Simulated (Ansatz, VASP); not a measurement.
One calculation of SiC, two programs

```
CELL_PARAMETERS angstrom
0.00000 2.01321 2.01321
2.01321 0.00000 2.01321
2.01321 2.01321 0.00000
ATOMIC_POSITIONS crystal
Si 0.00000 0.00000 0.00000
C 0.50000 0.50000 0.50000
```

Alike in both runs: functional r2SCAN; k mesh 18 × 18 × 18; occupations gaussian, width 0.1 eV; no spin polarisation.

Ansatz relaxed the structure, and its values are those at the end. VASP's run is a single point on that final structure, the one shown.

```csv
,VASP,Ansatz
version,VASP 6.6.1,Ansatz 0.2.0
potentials or method,"VASP PAW PBE potentials, release 64 (Si, C)","scalar-relativistic, plane waves, PAW"
plane-wave cutoff (eV),520,500
valence electrons in the cell,8,8
```

```csv
,VASP,Ansatz,Ansatz less VASP
gap on the k mesh at the Fermi level (eV),none,none,-
pressure (GPa),0.3,0.0,-0.29
```

A gap of «none» marks a metal or a gap that the smearing closes. With one functional, cell and mesh, what is left measures potentials, basis and numerics.

Caveats: the PAW data sets were made with another functional, which shifts forces and pressure a little (VASP).
